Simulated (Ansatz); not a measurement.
# Mo (beta tin type): how the settings move a single-point run

How sensitive is a single-point run of Mo (beta tin type) to its settings? A reference run comes first, then one run with altered input.

Program: Ansatz 0.2.0. Level of theory: reference: DFT, PBE, PAW with Ansatz's default frozen-core files, scalar-relativistic. These are calculated values, not measurements.

1 further run of the same task is left out (it didn't finish).

### 1 The system as given

The structure is tetragonal, space group I4_1/amd (No. 141). Conventional cell: a = 3.805 Å, b = 3.805 Å, c = 2.006 Å, α = 90.00°, β = 90.00°, γ = 90.00°. Mo (site symmetry -4m2) is surrounded by 6 Mo at 1.97 to 2.01 Å.

Structure file:

```
Mo
1.0
    -1.90229    1.90229    1.00324
     1.90229   -1.90229    1.00324
     1.90229    1.90229   -1.00324
Mo
2
Direct
  0.62500 0.87500 0.75000
  0.37500 0.12500 0.25000
```

### 2 Reference

The input, input.yaml:

```yaml
crystal:
  lattice:
    - [-1.9022929191, 1.9022929191, 1.0032433855]
    - [1.9022929191, -1.9022929191, 1.0032433855]
    - [1.9022929191, 1.9022929191, -1.0032433855]
  atoms:
    - { symbol: Mo, position: [-0.375, -0.125, -0.25] }
    - { symbol: Mo, position: [0.375, 0.125, 0.25] }
kpoints:
  mp_grid: { grid: [18, 18, 18] }
  band_path:
    path:
      - [0.0, 0.0, 0.0]
      - [0.0, 0.0, 0.5]
      - [-0.5, 0.5, 0.5]
      - [0.0, 0.0, 0.0]
      - [0.3195340997, 0.3195340997, -0.3195340997]
      - [-0.3195340997, 0.6804659003, 0.3195340997]
      - [-0.5, 0.5, 0.5]
      - [0.0, 0.0, 0.5]
      - [0.25, 0.25, 0.25]
    npoints: 8
scf:
  occupations: { method: fermi_dirac, width: 0.05 }
hamiltonian:
  xc: pbe
  pseudopotentials: { kind: paw }
output:
  forces: true
  stress: true
  eigenvalues: true
  populations: true
  dos: { projected: true, de: 0.2, e_range: [-14, 8] }
```

Launch:

```sh
> ansatz run input.yaml --threads 1 --pin off --max-ram 2048MiB --backend cpu --events-out ev --progress --plain --runs-dir out
```

### 3 Changed: pseudopotentials.source jth, ecutwfc 200 eV

The input, input.yaml:

```yaml
crystal:
  lattice:
    - [-1.9022929191, 1.9022929191, 1.0032433855]
    - [1.9022929191, -1.9022929191, 1.0032433855]
    - [1.9022929191, 1.9022929191, -1.0032433855]
  atoms:
    - { symbol: Mo, position: [-0.375, -0.125, -0.25] }
    - { symbol: Mo, position: [0.375, 0.125, 0.25] }
kpoints:
  mp_grid: { grid: [18, 18, 18] }
scf:
  occupations: { method: fermi_dirac, width: 0.05 }
hamiltonian:
  xc: pbe
  pseudopotentials: { kind: paw, source: jth }
output:
  forces: true
  stress: true
  eigenvalues: true
basis:
  ecutwfc: "200 eV"
```

Before running it: what results should come out? Wanted: for each run, ending; energy change; pressure; gap; force.

The runs gave:

| run | ending | energy change | pressure (GPa) | gap (eV) | force (eV/Å) | cycles | time |
| --- | --- | --- | --- | --- | --- | --- | --- |
| reference | converged | - | 965.8 | 0.00 | 0.00 | 7 | 13 s |
| 1: pseudopotentials.source jth, ecutwfc 200 eV | converged | not comparable | 998.0 | 0.00 | 0.00 | 6 | 9.4 s |

Times don't compare one to one where runs were asked for different outputs or read a saved state (see the inputs); cycles may leave out searches for a lower state.

Residual by cycle in the longest SCF loop of each run; runs are numbered as in the table. The quantity is the density residual dr2, in eV.

| cycle | reference | run 1 |
| --- | --- | --- |
| 1 | 10.8 | 0.188 |
| 2 | 3.85 | 0.0458 |
| 3 | 0.00403 | 7.8e-4 |
| 4 | 3.4e-4 | 5.5e-5 |
| 5 | 8.9e-7 | 1.6e-6 |
| 6 | 4.0e-8 | 3.9e-9 |
| 7 | 1.8e-9 | - |

**Reading.** After a change of potentials the difference of the totals has no physical meaning; the pressure goes from 965.8 to 998.0 GPa. The cutoff changed too. The cutoff is under what these potentials recommend, as the log warns, so basis error is mixed in. Run 1 ran under the cutoff that the potentials recommend, as the log warns, so basis error is mixed into its values. The structure is not at rest: the sound run finds 966 GPa, so these are no properties of the relaxed crystal. 
